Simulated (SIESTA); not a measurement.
ZnS:

```xyz
2
Lattice="0.0000 2.7020 2.7020 2.7020 0.0000 2.7020 2.7020 2.7020 0.0000" Properties=species:S:1:pos:R:3 pbc="T T T"
Zn    4.0530    4.0530    4.0530
S     0.0000    0.0000    0.0000
```

Base run:

* Program: SIESTA 5.4.2
* Functional: PBE
* Potentials or basis: PseudoDojo 0.4 standard (PBE files)
* Basis: DZP (energy shift 0.002 Ry)
* Grid cutoff: 800 Ry
* Energy shift: 0.002 Ry
* k mesh: 9 × 9 × 9
* Occupations: fermi-dirac, width 0.05 eV
* Spin: no spin polarisation

Its results: band gap on the k mesh 2.76 eV, direct; pressure 3.6 GPa.

Problem. The run is repeated on the same cell with these changes: functional from PBE to vdW-DF2. What comes out?

Solution. Band gap on the k mesh 2.80 eV, direct; pressure 8.8 GPa.

Caveats: semicore shells carry a single zeta, which can move pressures by several GPa and volumes by a few percent; the valence orbitals were made in a potential fitted to the semicore shell under them, which widens gaps by tenths of an eV or more; the basis of atomic orbitals isn't converged, which shifts pressures, moduli and gaps; the potentials were made for another functional, which shifts forces and pressure (some runs).
